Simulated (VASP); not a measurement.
Write the native input for VASP 6.6.1 that does the following.

| Quantity | Value |
| --- | --- |
| Task | relaxation of cell and atoms |
| Functional | PBEsol |
| Potentials or basis | VASP PAW PBE potentials, release 64 (Al, N) |
| Cutoff | 600 eV |
| k mesh | 12 × 12 × 6 |
| Occupations | gaussian, width 0.03 eV |
| Spin | no spin polarisation |
| Further INCAR settings | ALGO = Normal; EDIFF = 1e-07; IBRION = 2; EDIFFG = -0.005; NSW = 90; ISIF = 3 |

The structure of AlN lies in POSCAR:

```
AlN                                     
1.0
    3.1127044167      0.0000000000     -0.0000000000
   -1.5563522084      2.6956810994      0.0000000000
    0.0000000000     -0.0000000000      4.9808959607
  Al              N             
     2     2
Direct
     0.3333333332999970    0.6666666667000030    0.9989884320368501
     0.6666666667000030    0.3333333332999970    0.4989884320368501
     0.3333333332999970    0.6666666667000030    0.3810115679631525
     0.6666666667000030    0.3333333332999970    0.8810115679631525
```

The input as run:

INCAR

```
PREC     = Accurate       # precision mode
ENCUT    = 600            # plane-wave cutoff, eV
EDIFF    = 1E-7           # SCF threshold, eV
ISMEAR   = 0              # smearing method
SIGMA    = 0.03           # smearing width, eV
LREAL    = False          # projectors in reciprocal space
LASPH    = True           # aspherical terms in the spheres
NELM     = 80             # most SCF steps
ALGO     = Normal         # electronic algorithm
ISIF     = 3              # what is computed and relaxed
LWAVE    = False          # write WAVECAR
LCHARG   = False          # write CHGCAR
GGA      = PS             # functional
IBRION   = 2              # ionic algorithm
NSW      = 90             # ionic steps
EDIFFG   = -0.005         # ionic threshold
KPAR     = 2
```

KPOINTS

```
Automatic mesh
0
Gamma
  12 12 6
```

Potentials or basis: VASP PAW PBE potentials, release 64 (Al, N).

Command:

```console
$ cat potpaw_PBE.64/Al/POTCAR potpaw_PBE.64/N/POTCAR > POTCAR
$ mpirun -np 2 vasp_std > vasp.out
```

It gave:

The relaxed volume is 10.45 Å³/atom, the relaxed cell is a = 3.113 Å, b = 3.113 Å, c = 4.982 Å, α = 90.00°, β = 90.00°, γ = 120.00° and the space group after relaxing (to 0.05 Å) is P6_3mc (No. 186). The energy gained by relaxing is 0.0 meV/atom and the ionic steps are 3. The pressure after relaxing is 0.0 GPa and the band gap on the k mesh is 4.12 eV, direct.

Caveat: the PAW data sets were made with another functional, which shifts forces and pressure a little.

It took 29 s on 2 MPI ranks on AMD EPYC 9R45 (Zen 5), on a shared host, peak memory 0.16 GiB a rank.
